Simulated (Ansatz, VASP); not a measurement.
**BaS in VASP and in Ansatz**

The input INCAR:

```
SYSTEM = BaS
PREC = Accurate ; ENCUT = 520
EDIFF = 1E-7 ; ISMEAR = -1
SIGMA = 0.05 ; LREAL = .FALSE.
LASPH = .TRUE. ; NELM = 60
ALGO = Normal ; ISIF = 2
LWAVE = .FALSE. ; LCHARG = .FALSE.
GGA = PE ; NBANDS = 15
```

Contents of KPOINTS:

```
Automatic mesh
0
G
  7 7 7
  0 0 0
```

Contents of POSCAR:

```
BaS
1.0
    0.0000000000      3.2563884516      3.2563884516
    3.2563884516      0.0000000000      3.2563884516
    3.2563884516      3.2563884516      0.0000000000
Ba S
1 1
Direct
    0.0000000000      0.0000000000      0.0000000000
    0.5000000000      0.5000000000      0.5000000000
```

The input input.yaml:

```yaml
crystal:
  lattice:
    - [0.0, 3.2563884516, 3.2563884516]
    - [3.2563884516, 0.0, 3.2563884516]
    - [3.2563884516, 3.2563884516, 0.0]
  atoms:
    - { symbol: Ba, position: [0.0, 0.0, 0.0] }
    - { symbol: S, position: [0.5, 0.5, 0.5] }
hamiltonian:
  xc: pbe
  pseudopotentials: { kind: paw }
kpoints:
  mp_grid: { grid: [7, 7, 7] }
scf:
  occupations: { method: fermi_dirac, width: 0.05 }
output:
  forces: true
  stress: true
  eigenvalues: true
```

Change from the starting cell: volume scaled by 1.06.

Alike in both runs: task single point; functional PBE; k mesh 7 × 7 × 7; occupations fermi-dirac, width 0.05 eV; no spin polarisation.

|  | VASP | Ansatz |
| --- | --- | --- |
| version | VASP 6.6.1 | Ansatz 0.2.0 |
| potentials or method | VASP PAW PBE potentials, release 64 (Ba_sv, S) | Ansatz PAW |
| plane-wave cutoff (eV) | 520 | 420 |
| valence electrons in the cell | 16 | 16 |

|  | VASP | Ansatz | Ansatz less VASP |
| --- | --- | --- | --- |
| gap on the k mesh at the Fermi level (eV) | 2.25 | 2.34 | +0.085 |
| least direct gap on the mesh (eV) | 2.42 | 2.48 | +0.058 |
| pressure (GPa) | -1.0 | -1.5 | -0.48 |

With one functional, cell and mesh, what is left measures potentials, basis and numerics.

Caveats: spin-orbit coupling is left out, which moves the levels of the heavy elements; an odd mesh through Γ misses points on the zone boundary, where band edges often lie (VASP); odd divisions of the mesh miss points on the zone boundary, where band edges often lie, so the gap on the mesh can be too wide (Ansatz).
